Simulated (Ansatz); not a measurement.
# Density of states of NaI

```
Na I
1.0
     0.00000    3.23640    3.23640
     3.23640    0.00000    3.23640
     3.23640    3.23640    0.00000
Na I
1 1
Direct
  0.00000 0.00000 0.00000
  0.50000 0.50000 0.50000
```

The cell is COD entry 9008681, as deposited and not checked against the literature; nothing was relaxed.

No spin–orbit coupling, which matters for the heavy atoms here.

Computed with DFT, LDA, all-electron LAPW, scalar-relativistic (Ansatz 0.2.0).

Sampling and basis: a Γ-centred 8×8×8 k mesh, Fermi–Dirac smearing of 0.02 eV, basis error target 1 meV/atom, no spin polarisation.

States per eV and cell, averaged over 0.4 eV, from -11.3 to 6.5 eV, with energies (bin centres) from the valence-band top; empty bins are left out. The partial columns, the largest 3 alone, are projections on Löwdin-orthogonalised atomic shells (those that the program's projection atoms carry: the occupied ones and, for some elements, an empty d or f shell; other empty shells have no column), summed over atoms of an element. Weights on diffuse s and p shells depend on that basis and aren't pure angular character.

```json
{"E (eV)": "-11.2", "total": "0.22", "I 5p": "0.00", "I 5s": "0.17", "Na 3s": "0.05"}
{"E (eV)": "-10.8", "total": "4.78", "I 5p": "0.00", "I 5s": "4.54", "Na 3s": "0.24"}
{"E (eV)": "-2.0", "total": "1.56", "I 5p": "1.33", "I 5s": "0.01", "Na 3s": "0.22"}
{"E (eV)": "-1.6", "total": "2.77", "I 5p": "2.42", "I 5s": "0.03", "Na 3s": "0.30"}
{"E (eV)": "-1.2", "total": "1.80", "I 5p": "1.69", "I 5s": "0.01", "Na 3s": "0.08"}
{"E (eV)": "-0.8", "total": "3.38", "I 5p": "3.28", "I 5s": "0.01", "Na 3s": "0.06"}
{"E (eV)": "-0.4", "total": "4.69", "I 5p": "4.63", "I 5s": "0.00", "Na 3s": "0.02"}
{"E (eV)": "0.0", "total": "0.80", "I 5p": "0.80", "I 5s": "0.00", "Na 3s": "0.00"}
{"E (eV)": "3.6", "total": "0.02", "I 5p": "0.00", "I 5s": "0.00", "Na 3s": "0.01"}
{"E (eV)": "4.0", "total": "0.08", "I 5p": "0.01", "I 5s": "0.02", "Na 3s": "0.05"}
{"E (eV)": "4.4", "total": "0.22", "I 5p": "0.02", "I 5s": "0.03", "Na 3s": "0.15"}
{"E (eV)": "4.8", "total": "0.74", "I 5p": "0.07", "I 5s": "0.05", "Na 3s": "0.51"}
{"E (eV)": "5.2", "total": "1.81", "I 5p": "0.15", "I 5s": "0.07", "Na 3s": "0.93"}
{"E (eV)": "5.6", "total": "1.99", "I 5p": "0.12", "I 5s": "0.03", "Na 3s": "0.75"}
{"E (eV)": "6.0", "total": "0.76", "I 5p": "0.02", "I 5s": "0.00", "Na 3s": "0.10"}
{"E (eV)": "6.4", "total": "1.85", "I 5p": "0.06", "I 5s": "0.00", "Na 3s": "0.27"}
```

Which of the resolved shells contributes most in the top eV of the valence band?

I 5p, with 98 % of all states there; Na 3s follows with 1 %.
